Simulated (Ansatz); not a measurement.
Runs of Ansatz 0.2.0 on Zn. The structure is hexagonal, space group P6_3/mmc (No. 194). Conventional cell: a = 2.670 Å, b = 2.670 Å, c = 4.966 Å, α = 90.00°, β = 90.00°, γ = 120.00°. Zn (site symmetry -6m2) has 12 Zn at 2.67 to 2.92 Å as nearest neighbours. 

```tsv
task	level	potentials or basis	spin	cell	k mesh	cutoff (eV)	smearing	points for each segment of the path	mesh quality	gap on the mesh (eV)	pressure (GPa)	relaxed volume (Å³/atom)
band structure	HSE03	Ansatz PAW	off	as given	6 × 6 × 3	420	fermi-dirac 0.05 eV	4	coarse	none	-	-
relaxation of cell and atoms	HSE06	Ansatz PAW	off	relaxed	6 × 6 × 3	420	fermi-dirac 0.05 eV	-	coarse	none	-	(a)
single point	LDA	Ansatz PAW	off	as given	11 × 11 × 6	420	gaussian 0.02 eV	-	not flagged	none	-9.1	-
single point	r2SCANh	Ansatz PAW	off	as given	6 × 6 × 3	500	fermi-dirac 0.05 eV	-	coarse	none	-	-
relaxation of cell and atoms	PBEsol+D3(BJ)	Ansatz PAW	off	relaxed	11 × 11 × 6	420	fermi-dirac 0.05 eV	-	not flagged	none	0.0	13.31
single point	B3LYP	Ansatz PAW	off	as given	6 × 6 × 3	420	fermi-dirac 0.05 eV	-	coarse	none	-	-
projected density of states	CAM-B3LYP	Ansatz PAW earlier set	off	as given	8 × 8 × 4	660	methfessel-paxton 0.01 eV	-	not flagged	none	-	-
band structure	HSEsol	Ansatz PAW	off	as given	6 × 6 × 3	420	fermi-dirac 0.05 eV	4	coarse	none	-	-
relaxation of cell and atoms	rPW86-PBE	Ansatz PAW	non-collinear, ferrimagnetic start	relaxed	11 × 11 × 6	420	gaussian 0.1 eV	-	not flagged	-	0.0	16.26
relaxation of cell and atoms	PBEsol+D4	Ansatz PAW	off	relaxed	11 × 11 × 6	420	fermi-dirac 0.05 eV	-	not flagged	none	0.0	(b)
relaxation of cell and atoms	B3LYP	Ansatz PAW	off	relaxed	6 × 6 × 3	420	fermi-dirac 0.05 eV	-	coarse	none	-	16.31
single point	PBE0	Ansatz PAW	off	as given	6 × 6 × 3	420	fermi-dirac 0.05 eV	-	coarse	none	-	-
```

Question: Fill in the values left out.

Answer: (a) 15.53; (b) 13.64.

Caveats: some runs use coarse meshes; the PAW data sets come from PBE, with cores solved anew for the run's functional, which leaves a small shift of forces and pressure; the plane-wave basis is chosen anew once the cell has moved, so the energies of steps on either side of that aren't comparable (some runs); the potentials were made for another functional, which shifts forces and pressure (some runs); pairwise dispersion overbinds metals, which lowers pressure and volume (some runs); the density of states is complete only up to the lowest level of the last band computed (some runs).

A k mesh can miss the band edges.

A gap of «none» marks a metal or a gap under the smearing width.

Not every run made on this cell is shown here.
